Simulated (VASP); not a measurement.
SnS2, 3 atoms in the cell. It takes space group P-3m1 (No. 164, trigonal). The conventional cell has a = 3.667 Å, b = 3.667 Å, c = 5.811 Å, α = 90.00°, β = 90.00°, γ = 120.00°. Sn (site symmetry -3m) is surrounded by 6 S at 2.58 Å. Around S (site symmetry 3m) lie 3 Sn at 2.58 Å. 

* Program: VASP 6.6.1
* Task: band structure
* Functional: TB-mBJ
* Potentials or basis: VASP PAW PBE potentials, release 64 (Sn_d, S)
* Cutoff: 520 eV
* k mesh: 9 × 9 × 5
* Occupations: gaussian, width 0.03 eV
* Spin: no spin polarisation
* Further INCAR settings: ALGO = Normal; EDIFF = 1e-06; NBANDS = 20

Potentials or basis: VASP PAW PBE potentials, release 64 (Sn_d, S).

Run with:

```console
$ cat potpaw_PBE.64/Sn_d/POTCAR potpaw_PBE.64/S/POTCAR > POTCAR
$ cp INCAR.step1 INCAR
$ mpirun -np 1 vasp_std > vasp.out
$ cp INCAR.step2 INCAR
$ mpirun -np 1 vasp_std > vasp.out
```

Hardware: 1 thread of Intel(R) Xeon(R) Platinum 8259CL CPU @ 2.50GHz (Skylake/Cascade Lake), on a shared host.

Q: How long does it take, and how much memory?

A: Wall time 8.6 min on 1 thread of Intel(R) Xeon(R) Platinum 8259CL CPU @ 2.50GHz (Skylake/Cascade Lake), with other jobs on the host, peak memory 0.25 GiB. Counts: scf iterations 94, k points 50.
